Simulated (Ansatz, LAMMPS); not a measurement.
# Relaxing a frame of liquid Al2O3 from 3000 K (175 atoms)

Wanted: the relaxed structure of a frame of liquid Al2O3 from 3000 K (175 atoms) and its electronic structure.

Program: Ansatz 0.2.0. Level of theory: Kohn-Sham DFT, revPBE, PAW (set soft_2), plane waves. Results are calculated unless marked as measured.

### Step 1. The structure

The cell holds 175 atoms: 70 Al and 105 O. Cell: a = 12.870 Å, b = 12.870 Å, c = 12.870 Å, α = 90.0°, β = 90.0°, γ = 90.0°. 175 atoms (70 Al, 105 O) placed at random at 2.78 g/cm³, melted at 4500 K for 20 ps at fixed volume with the Morse and Coulomb pair potential with partial charges (Pedone, Malavasi, Menziani, Cormack and Segre, J. Phys. Chem. B 110, 11780 (2006)). Snapshot at the end of a hold of 20 ps at 3000 K and fixed volume. The starting density is a measured one.

Before any run, some limits are plain. The network of bonds at the start is that of the classical potential that made the cell. Sampling is at Γ alone, for a cell whose shortest periodic width is 13 Å.

### Step 2. The classical run that made the cell

A classical potential makes the cell, at a small fraction of what the same run would cost in DFT.

This step: classical MD, Morse and Coulomb pair potential with partial charges (Pedone, Malavasi, Menziani, Cormack and Segre, J. Phys. Chem. B 110, 11780 (2006)) (LAMMPS 22 Jul 2025 - Update 4).

The input, in.lmp:

```
# melt-quench of Al70O105
units metal
atom_style charge
boundary p p p
region box block 0 12.8697 0 12.8697 0 12.8697
create_box 2 box
mass 1 26.9815   # Al
mass 2 15.9990   # O
create_atoms 1 random 70 448545 NULL overlap 1.5 maxtry 2000
create_atoms 2 random 105 448552 NULL overlap 1.5 maxtry 2000
pair_style hybrid/overlay pedone 5.5 coul/long 8.0
pair_coeff * * coul/long
pair_coeff 1 2 pedone 0.361581 1.900442 2.164818 0.9   # Al-O
pair_coeff 2 2 pedone 0.042395 1.379316 3.618701 22   # O-O
set type 1 charge 1.8
set type 2 charge -1.2
kspace_style pppm 1.0e-4
neigh_modify delay 0 every 1 check yes
thermo_style custom step time temp pe press density
thermo_modify norm yes
timestep 0.002
thermo 100
min_style cg
minimize 1e-4 1e-4 200 2000
reset_timestep 0
velocity all create 4500 448546 mom yes dist gaussian
fix lim all nve/limit 0.05
fix lan all langevin 4500 4500 0.2 448547 zero yes
thermo 500
run 1000 post no
unfix lim
unfix lan
thermo 1666
fix md all nvt temp 4500 4500 0.2
run 10000 post no
unfix md
thermo 1666
fix md all nvt temp 4500 3000 0.2
run 5000 post no
unfix md
compute msd all msd com yes
thermo 2500
fix md all nvt temp 3000 3000 0.2
run 10000 post no
print "== T3000: mean square displacement over the hold $(c_msd[4]:%.2f) A^2"
unfix md
uncompute msd
write_dump all custom T3000.dump id type xs ys zs modify sort id
```

Run with:

```bash
lmp -in in.lmp -log none -nocite
```

Numbers of over 12 decimals in the logs are rounded to 6 here.

Output:

```text
LAMMPS (22 Jul 2025 - Update 4)
Created orthogonal box = (0 0 0) to (12.8697 12.8697 12.8697)
Created 70 atoms
Created 105 atoms
PPPM initialization ...
  G vector (1/distance) = 0.38760049
  grid = 15 15 15
  estimated relative force accuracy = 4.1255908e-05
   Step          Time           Temp          PotEng         Press         Density
         0   0              0             -2.6572893      538493.96      2.7799799
        81   0.162          0             -13.393945     -92354.897      2.7799799
Loop time of 0.634154 s on 1 MPI rank(s) for 81 steps with 175 atoms
Minimization stats:
  Stopping criterion = energy tolerance
[... 18 lines left out ...]
Loop time of 37.5164 s on 1 MPI rank(s) for 10000 steps with 175 atoms
   Step          Time           Temp          PotEng         Press         Density
[... 5 lines left out ...]
Loop time of 18.034 s on 1 MPI rank(s) for 5000 steps with 175 atoms
   Step          Time           Temp          PotEng         Press         Density
[... 2 lines left out ...]
     20000   40             3089.8096     -12.992791     -35284.646      2.7799799
     22500   45             3092.0189     -13.037938     -52232.028      2.7799799
     25000   50             3144.3812     -13.019444     -41718.037      2.7799799
     26000   52             3038.5577     -12.954352     -18100.15       2.7799799
Loop time of 23.2414 s on 1 MPI rank(s) for 10000 steps with 175 atoms
== T3000: mean square displacement over the hold 78.69 A^2
```

Elapsed: 85 s, on 1 thread of Intel Xeon at 2.80GHz (Skylake/Cascade Lake), shared host; peak memory 0.65 GiB.

### Step 3. Single point at the start

A single point comes first, to see the forces before anything moves.

The input, input.yaml:

```yaml
crystal:
  lattice:
    - [12.8697, 0.0, 0.0]
    - [0.0, 12.8697, 0.0]
    - [0.0, 0.0, 12.8697]
  atoms:
    - { symbol: Al, position: [0.89715, 0.00659, 0.15402] }
    - { symbol: Al, position: [0.05226, 0.05136, 0.93965] }
    - { symbol: Al, position: [0.81807, 0.94595, 0.97491] }
    - { symbol: Al, position: [0.68714, 0.13259, 0.1316] }
    - { symbol: Al, position: [0.57735, 0.60449, 0.13052] }
    - { symbol: Al, position: [0.14237, 0.64315, 0.46493] }
    - { symbol: Al, position: [0.8348, 0.96097, 0.41284] }
    - { symbol: Al, position: [0.73962, 0.33526, 0.30479] }
    - { symbol: Al, position: [0.44132, 0.55706, 0.65066] }
    - { symbol: Al, position: [0.71729, 0.48053, 0.94408] }
    - { symbol: Al, position: [0.34481, 0.37449, 0.04256] }
    - { symbol: Al, position: [0.02786, 0.80972, 0.03624] }
    - { symbol: Al, position: [0.07902, 0.91236, 0.72649] }
    - { symbol: Al, position: [0.96685, 0.51944, 0.55704] }
    - { symbol: Al, position: [0.98527, 0.7692, 0.51484] }
    - { symbol: Al, position: [0.3845, 0.59017, 0.42891] }
    - { symbol: Al, position: [0.74286, 0.59006, 0.33082] }
    - { symbol: Al, position: [0.07105, 0.91604, 0.37761] }
    - { symbol: Al, position: [0.56442, 0.3882, 0.48849] }
    - { symbol: Al, position: [0.7838, 0.81871, 0.72799] }
    - { symbol: Al, position: [0.81662, 0.25185, 0.58837] }
    - { symbol: Al, position: [0.03683, 0.10274, 0.53918] }
    - { symbol: Al, position: [0.58079, 0.73234, 0.73055] }
    - { symbol: Al, position: [0.26448, 0.27779, 0.83121] }
    - { symbol: Al, position: [0.43036, 0.14822, 0.46804] }
    - { symbol: Al, position: [0.30603, 0.90185, 0.29935] }
    - { symbol: Al, position: [0.53348, 0.99847, 0.7251] }
    - { symbol: Al, position: [0.71299, 0.6518, 0.83035] }
    - { symbol: Al, position: [0.20885, 0.72266, 0.59322] }
    - { symbol: Al, position: [0.84446, 0.24651, 0.78459] }
    - { symbol: Al, position: [0.59148, 0.98227, 0.4631] }
    - { symbol: Al, position: [0.67213, 0.11074, 0.92619] }
    [... 137 atom lines left out ...]
    - { symbol: O, position: [0.97424, 0.92975, 0.96107] }
    - { symbol: O, position: [0.20327, 0.9589, 0.68538] }
    - { symbol: O, position: [0.63362, 0.05577, 0.64096] }
    - { symbol: O, position: [0.83477, 0.49418, 0.60839] }
    - { symbol: O, position: [0.5486, 0.35247, 0.79793] }
    - { symbol: O, position: [0.51033, 0.05331, 0.41766] }
kpoints:
  mp_grid: { grid: [1, 1, 1] }
hamiltonian:
  xc: revpbe
scf:
  occupations: { method: gaussian, width: 0.025 }
output:
  forces: true
  stress: true
  populations: intrinsic
  dos:
    method: { smearing: { sigma: 0.08 } }
    de: 0.1
    projected: { site_lists: { Al: [Al], O: [O] } }
  eigenvalues: true
```

Run with:

```bash
ansatz run input.yaml --threads 4 --pin off --max-ram 8192MiB --backend cpu --events-out ev --progress --plain --runs-dir out
```

Output:

```text
Engine: ansatz 0.2.0, x86_64-unknown-linux-gnu
Pseudopotentials: kind: paw
Pseudopotential: Al, paw, valence charge 3, recommended cutoff 420 eV (normal), Al.paw.azcp
Pseudopotential: O, paw, valence charge 6, recommended cutoff 420 eV (normal), O.paw.azcp
[... 5 lines on functional and potentials left out ...]
Crystal: 175 atoms, lattice volume = 2131.598 Å³
Basis set: ecut = 420 eV, 41851 PW (Γ), exchange–correlation on 180×180×180 points (8 copies of the dense FFT grid, shifted against one another)
Bands: 595, of which v1, the nominal top of the filled ones, is band 420 counted from 1 (419 counted from 0)
Symmetry: 1 space group operations
Space group: P1 (ITA 1), of the structure as read, at distance tolerance 1.3e-4 Å
k-points: 1
[... 7 lines on functional and potentials left out ...]
Initial density: superposition of atomic densities (neutral atoms: chi_scale 0, normalization atom), corrected by the library's trained network
Initial wavefunctions: pseudopotential atomic-orbital guess
Functional: x = revpbe(κ = 1.245, μ = 0.219515), c = pbe(β = 0.066725)
SCF iter   1: F=—  HF=-97606.142807 eV  |F-HF|=—  |Δ(HF+E_count)|=         —  Δρ=5.60e-3  dr2=1.12e0  ethr=1.77e-3  ⟨swp⟩=6.0  Hψ=2671  notcnv=0  defer=67
preconditioner: auto → Resta (q_TF=auto, 2.336 Å⁻¹)  ε∞=3.6  [insulator: Δε(μ)=1.251 eV  Ē_g=14.410 eV  σ=0.025 eV  W_gap=1.00  n_scr=460 (ndim 8)  ℏωp=23.3 eV  f_vac=0.065  D(μ)=0.00/eV (n_scr^D=0)  ε∞_Penn≈3.6]
SCF iter   2: F=—  HF=-97605.961346 eV  |F-HF|=—  |Δ(HF+E_count)|=   1.81e-1  Δρ=3.13e-3  dr2=2.52e-1  ethr=1.33e-4  ⟨swp⟩=3.0  Hψ=1078  notcnv=0  defer=170
SCF iter   3: F=—  HF=-97605.943666 eV  |F-HF|=—  |Δ(HF+E_count)|=   1.77e-2  Δρ=1.45e-3  dr2=9.33e-2  ethr=3.01e-5  ⟨swp⟩=2.0  Hψ=751  notcnv=0  defer=170
SCF iter   4: F=—  HF=-97605.944090 eV  |F-HF|=—  |Δ(HF+E_count)|=   4.24e-4  Δρ=1.10e-3  dr2=2.77e-2  ethr=1.11e-5  ⟨swp⟩=3.0  Hψ=765  notcnv=0  defer=170
SCF iter   5: F=—  HF=-97605.942255 eV  |F-HF|=—  |Δ(HF+E_count)|=   1.83e-3  Δρ=3.98e-4  dr2=3.90e-3  ethr=3.30e-6  ⟨swp⟩=2.0  Hψ=745  notcnv=0  defer=170
SCF iter   6: F=—  HF=-97605.944845 eV  |F-HF|=—  |Δ(HF+E_count)|=   2.59e-3  Δρ=2.70e-4  dr2=1.54e-3  ethr=4.65e-7  ⟨swp⟩=2.0  Hψ=1007  notcnv=0  defer=170
SCF iter   7: F=—  HF=-97605.945169 eV  |F-HF|=—  |Δ(HF+E_count)|=   3.23e-4  Δρ=6.45e-5  dr2=1.31e-4  ethr=1.83e-7  ⟨swp⟩=2.0  Hψ=761  notcnv=0  defer=170
SCF iter   8: F=—  HF=-97605.945420 eV  |F-HF|=—  |Δ(HF+E_count)|=   2.51e-4  Δρ=6.49e-5  dr2=8.58e-5  ethr=1.55e-8  ⟨swp⟩=2.0  Hψ=844  notcnv=0  defer=170
SCF iter   9: F=—  HF=-97605.945422 eV  |F-HF|=—  |Δ(HF+E_count)|=   1.54e-6  Δρ=1.81e-5  dr2=7.46e-6  ethr=1.02e-8  ⟨swp⟩=2.0  Hψ=844  notcnv=0  defer=170
SCF iter  10: F=—  HF=-97605.945431 eV  |F-HF|=—  |Δ(HF+E_count)|=   9.59e-6  Δρ=1.04e-5  dr2=2.36e-6  ethr=8.88e-10  ⟨swp⟩=2.0  Hψ=844  notcnv=0  defer=170
SCF iter  11: F=—  HF=-97605.945433 eV  |F-HF|=—  |Δ(HF+E_count)|=   1.56e-6  Δρ=6.34e-6  dr2=8.20e-7  ethr=2.80e-10  ⟨swp⟩=2.0  Hψ=844  notcnv=0  defer=170
SCF iter  12: F=—  HF=-97605.945433 eV  |F-HF|=—  |Δ(HF+E_count)|=   4.17e-7  Δρ=2.49e-6  dr2=1.50e-7  ethr=9.76e-11  ⟨swp⟩=2.0  Hψ=825  notcnv=0  defer=170
SCF iter  13: F=-97605.945433 eV  HF=-97605.945433 eV  |F-HF|=2.95e-8  |Δ(HF+E_count)|=   1.67e-7  Δρ=9.72e-7  dr2=2.67e-8  ethr=1.19e-11  ⟨swp⟩=17.0  Hψ=3166  notcnv=0
SCF 1 converged in 13 iterations: F = -97605.945433 eV  dr2 = 2.67e-8
  greatest PAW one-centre occupation: 0.886 electrons in one spin orbital (limit 2), on the O atom at site 146 (counted from 0), in its partial waves of l = 0
SCF converged after 13 iterations
Free energy (F): -97605.945433 eV
Harris-Foulkes:  -97605.945433 eV  (|F-HF|=2.95e-8)
Internal energy: -97605.945433 eV  (E = F + TS)
E sigma→0 (E₀):  -97605.945433 eV
Fermi energy:    5.605207 eV
--- Per-component energies (eV) ---
  E_band       = -1900.948895
  E_kinetic    = 20491.290385
  E_local      = -53430.291361  (includes V_loc(G=0)·N_el)
  E_nonlocal   = 5668.882745
  E_hartree    = 20727.093732
  E_xc         = -10669.908828
  E_vxc        = -12055.690353  (∫ρ·V_xc dr)
  E_paw        = -49628.046401  (= ΣΔE_a)
  E_vpaw       = -4029.590630  (= ΣTr[D̂ρ^β])
  E_aug_tail   = 0.261279  (compensation charges beyond the density's cutoff)
  E_ewald      = -30762.596989
  E_core_change = -2.629997  (= ΣΔE_core)
  E_smearing   = -0.000000  (= −TS)
  E_closure    = 0.000000  (closes the sum)
  Σ components = -97605.945433   (vs F -97605.945433, Δ=0.00e0)
--- Forces (eV/Å), atoms counted from 1 ---
  atom   1  Al     3.19863886     3.80453068    -3.34567806
  atom   2  Al    -1.60729534     0.12542587     7.50347469
  atom   3  Al     3.20061138     3.33885846    -3.65521644
  atom   4  Al     0.29805329    -0.49593054     1.36099590
  atom   5  Al    -2.78597984     2.23840820    -3.25975465
  atom   6  Al     0.78811294    -3.07641933    -3.78607860
  atom   7  Al     6.58130209     0.61769027    -2.90305102
  atom   8  Al    -4.16864660     5.75987012     0.63004037
  atom   9  Al     2.71410078     1.08216698    -0.40976338
  atom  10  Al    -6.14932826     0.33514207    -1.73782137
  atom  11  Al     2.82723487     1.49726959    -1.41701711
  atom  12  Al     0.50870390     0.71096059    -5.18174914
  atom  13  Al     6.70655639     2.89178747     0.02785627
  atom  14  Al     1.92566936    -1.27097403    -3.20110079
[...]
atom 174  O      7.02015375     1.20335884     8.62265300
  atom 175  O     -5.49644093     5.69227510    -2.32121643
  max |Σ_I F_I| component: 1.02e-4 eV/Å
--- Stress (GPa, compression-positive) ---
       12.120695      -0.226058       0.706513
       -0.226052       9.618024      -1.439637
        0.706503      -1.439650      10.554717
  P = ⅓ Tr σ = 10.7645 GPa (107.645 kbar)
--- Band table (eV) ---
  k-point 0: bands = ["-17.1225", "-16.4689", "-16.2664", "-15.8830", [... 579 levels ...], "14.8398", "14.8888", "14.9172", "14.9753", "14.9989", "15.0289", "15.0538", "15.1008", "15.1323", "15.1394", "15.1691", "15.1856"]
--- intrinsic populations: 175 sites ---
  site symbol       q [e]
     0     Al      1.6728
     1     Al      1.6258
     2     Al      1.7476
[...]
174      O      6.9630
  spilling = -0.000000 (of n_electrons = 840.000000)
```

Run time: 54 s. Hardware: 4 threads of AMD EPYC 7R43, shared host; peak memory 3.3 GiB; 3.4 min of CPU time.

Reading the cycles: dr2 is the Hartree energy of the density residual (eV), the measure of convergence; HF is the Harris–Foulkes estimate of the energy, which meets the free energy F at convergence.

Numbers from this run:

| Property | Result |
| --- | --- |
| free energy | -97605.9454 eV |
| free energy per atom | -557.7483 eV/atom |
| SCF cycles | 13 |
| pressure | 10.76 GPa |
| r.m.s. force component | 3.167 eV/Å |
| longest force | 15.79 eV/Å |
| Fermi energy | 5.605 eV |
| gap (highest filled to lowest empty level) | 0.9011 eV |

The r.m.s. force component of 3.2 eV/Å and the pressure of 11 GPa set the starting point.

Neighbours are counted within 2.49 Å (O-Al).

Length of the force by element and coordination:

| element | coordination | atoms | mean length of the force (eV/Å) | spread | least | most |
| --- | --- | --- | --- | --- | --- | --- |
| Al | all | 70 | 5.49 | 3.05 | 0.369 | 15.8 |
| Al | 3 | 8 | 7.22 | 3.71 | 2.73 | 12.9 |
| Al | 4 | 35 | 5.33 | 2.85 | 0.369 | 15.8 |
| Al | 5 | 23 | 5.31 | 3.10 | 1.48 | 13.8 |
| Al | 6 | 4 | 4.52 | 1.36 | 2.51 | 6.30 |
| O | all | 105 | 4.11 | 2.63 | 0.380 | 14.0 |
| O | 1 | 1 | 11.2 | 0 | 11.2 | 11.2 |
| O | 2 | 26 | 4.67 | 3.07 | 0.380 | 11.4 |
| O | 3 | 62 | 3.89 | 2.24 | 0.899 | 14.0 |
| O | 4 | 16 | 3.62 | 2.57 | 1.18 | 9.81 |

(Part 1 of 3 ends here.)

[Logs are printed without paths, hosts, clocks, repeated set-up lines and the standing remarks that a program may print on its own settings, such as how far it seeks lower states.]

[Hosts, paths, dates, database ids (printed as entryN), source tags and the programs' standing remarks are cut or masked in the printed files.]
